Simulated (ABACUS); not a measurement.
CdSe (Cadmoselite) in ABACUS: the effect of basis

CdSe (Cadmoselite):

```
Cd Se
1.0
     4.38434    0.00000    0.00000
    -2.19217    3.79695    0.00000
     0.00000    0.00000    7.15768
Cd Se
2 2
Cartesian
  2.1922 1.2656 3.5788
  0.0000 2.5313 0.0000
  2.1922 1.2656 6.3345
  0.0000 2.5313 2.7557
```

The cell isn't the ideal one: volume scaled by 1.06.

Alike in all runs:

| Quantity | Value |
| --- | --- |
| Program | ABACUS 3.10.1 |
| Task | equation of state |
| Functional | PBE |
| Potentials or basis | PseudoDojo NC SR 0.4.1 PBE standard |
| Cutoff | 1401 eV |
| Density cutoff | 5606 eV |
| k mesh | 5 × 5 × 3 |
| Occupations | fermi-dirac, width 0.05 eV |
| Spin | no spin polarisation |

```csv
basis,gap on the mesh (eV),pressure (GPa),largest force (eV/Å)
DZP,0.74,0.5,0.28
TZDP,?,?,?
pw,0.57,0.1,0.23
```

**Question.** What does the run with basis TZDP give?

**Answer.** gap on the mesh 0.69 eV; pressure 0.2 GPa; largest force 0.25 eV/Å.

Caveats: the atomic orbitals were generated for these runs and aren't a published set (some runs); the basis of atomic orbitals isn't converged, which shifts pressures, moduli and gaps (some runs).

